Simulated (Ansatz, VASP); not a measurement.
# Two plane-wave programs on HfC5

```
Hf C
1.0
     4.78800    0.00000    0.00000
     0.00000    4.78800    0.00000
     0.00000    0.00000    3.39636
Hf C
1 5
Cartesian
  2.3940 2.3940 1.6982
  4.0310 4.0310 1.6982
  0.7570 0.7570 1.6982
  0.7570 4.0310 1.6982
  4.0310 0.7570 1.6982
  0.0000 0.0000 0.0000
```

Alike in both runs: functional PBE; k mesh 4 × 4 × 4; occupations gaussian, width 0.1 eV; no spin polarisation.

Ansatz relaxed the structure, and its values are those at the end. VASP's run is a single point on that final structure, the one shown.

|  | VASP | Ansatz |
| --- | --- | --- |
| version | VASP 6.6.1 | Ansatz 0.2.0 |
| potentials or method | VASP PAW PBE potentials, release 64 (Hf_pv, C) | scalar-relativistic, plane waves, PAW |
| plane-wave cutoff (eV) | 520 | 420 |
| valence electrons in the cell | 30 | 46 |

VASP gave:

```
gap on the k mesh at the Fermi level (eV) : none
pressure (GPa)                            : -0.1
rms of the force components (eV/Å)        : 0.066
```

Task: What did Ansatz give for the same quantities?

Result: gap on the k mesh at the Fermi level (eV): none; pressure (GPa): -0.1; rms of the force components (eV/Å): 0.010.

A gap of «none» marks a metal or a gap that the smearing closes. The two sets of potentials don't hold the same shells in valence.

Caveats: the k mesh is coarse (spacing up to 0.46 Å⁻¹), so the values aren't converged. The runs have no spin-orbit coupling, so splittings on Hf are missing.
